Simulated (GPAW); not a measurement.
Al2Au:

```
CELL_PARAMETERS angstrom
0.00000 3.00000 3.00000
3.00000 0.00000 3.00000
3.00000 3.00000 0.00000
ATOMIC_POSITIONS crystal
Au 0.00000 0.00000 0.00000
Al 0.75000 0.75000 0.75000
Al 0.25000 0.25000 0.25000
```

Program: GPAW 26.7.0. Alike in all runs: task band structure; cell as given; k mesh 8 × 8 × 8; cutoff (eV) 600; smearing fermi-dirac 0.05 eV.

Question: Order these runs on this cell by their pressure, lowest first.
A. level RPBE; potentials or basis the program's PAW data sets (release 1.2.1) made for this functional, pw; spin off; band points 80
B. level PW91; potentials or basis PAW data sets generated in the run's folder for this functional, pw; spin off; band points 80
C. level SCAN; potentials or basis GPAW PAW data sets (gpaw-data 1.2.1), pw; spin off; band points 80
D. level PBEsol; potentials or basis PAW data sets generated in the run's folder for this functional, pw; spin SOC, no magnetisation; band points 100; spin axis theta (degrees) 90; spin axis phi (degrees) 0; soc after scf second variation

Answer: C (-1.3 GPa), D (0.5 GPa), B (3.5 GPa), A (5.8 GPa).

Caveats: with this Au data set, volumes or pressures lay over 1.5 % or 2 GPa off other programs in two to four cells of ten; the PAW data sets were made with another functional, which shifts forces and pressure a little (some runs); spin-orbit coupling was added after a scalar SCF, so levels and gaps hold it while energy, forces, pressure and moments don't (some runs).

Not every run made on this cell is shown here.
